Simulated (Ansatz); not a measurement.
# GaN: stationary points along a deformation path

The calculation used DFT PBE, scalar-relativistic, plane waves, PAW (Ansatz). Settings: plane waves to 420 eV, k-mesh 12×12×12 (Γ-centred), Gaussian smearing 0.05 eV. No spin polarisation. Energies are free energies at this smearing, counted from the undisturbed cell; pressure is positive in compression.

The undisturbed cell (as given, not relaxed at this level; it stands at 5.0 GPa; this zinc-blende form isn't the usual structure):

```
CELL_PARAMETERS angstrom
0.00000 2.25350 2.25350
2.25350 0.00000 2.25350
2.25350 2.25350 0.00000
ATOMIC_POSITIONS crystal
Ga 0.00000 0.00000 0.00000
N 0.75000 0.75000 0.75000
```

At fixed volume and fractional coordinates, lengths along (0.000, 0.000, 1.000) are scaled against those across it; ρ is that ratio over its starting value. V = 11.444 Å³/atom. Δσ is the stress along the axis less the mean stress across it (compression positive).

| ρ | ΔE (meV/atom) | Δσ (GPa) | space group |
| --- | --- | --- | --- |
| 0.650 | 336.1 | 32.01 | I-4m2 |
| 0.707 | 223.7 | 24.56 | I-4m2 |
| 0.780 | 124.1 | 18.30 | I-4m2 |
| 0.850 | 58.9 | 13.54 | I-4m2 |
| 0.920 | 17.4 | 8.21 | I-4m2 |
| 0.960 | 4.4 | 4.44 | I-4m2 |
| 1.000 | 0.0 | 0.00 | F-43m |
| 1.050 | 7.3 | -6.59 | I-4m2 |
| 1.100 | 30.3 | -14.36 | I-4m2 |
| 1.200 | 126.5 | -33.01 | I-4m2 |
| 1.300 | 292.5 | -54.77 | I-4m2 |
| 1.414 | 563.0 | -80.64 | I-4m2 |
| 1.500 | 814.5 | -97.86 | I-4m2 |

**Question.** How does the stress give the slope of the energy, and where is the energy stationary?

**Answer.** Along the path d ln(length) is 2/3 d ln ρ on the axis and −1/3 d ln ρ across it, so dE/d ln ρ = −(2/3) V Δσ: the energy falls with ρ where Δσ is positive. Δσ vanishes or changes sign at ρ = 1.000 (F-43m), a minimum at 0.0 meV/atom. Pairs of stationary points between two samples would go unseen, and could change a minimum read from distant neighbours into a maximum. At ρ = 1.000 the cell is cubic, where symmetry alone makes the stress isotropic and the slope zero.

**Question.** Which shear constant sets the curvature at ρ = 1?

**Answer.** For a cubic crystal E/V = (2/3) C (ln ρ)² with C = C′ = (C11 − C12)/2, so Δσ = −2C ln ρ. The parabola of Δσ against ln ρ through ρ = 0.960, 1 and 1.050 gives C ≈ 60 GPa with the ions clamped, rough because the steps are large. It is the stress–strain coefficient at this cell's pressure of 5.0 GPa, not the zero-pressure constant.

**Question.** Integrate that slope from ρ = 1 to 1.200 by the trapezoid rule.

**Answer.** With V/N in Å³ and 1 eV/Å³ = 160.2 GPa the slopes at ρ = 1.000, 1.050, 1.100, 1.200 are 0, 314, 684, 1572 meV/atom per unit of ln ρ. The steps add 7.7 + 23.2 + 98.1 = 129.0 meV/atom, against 126.5 from the energies; the trapezoid rule misses the curvature of the slope within each step.

The gap closes along the scan, which can put kinks into the curve.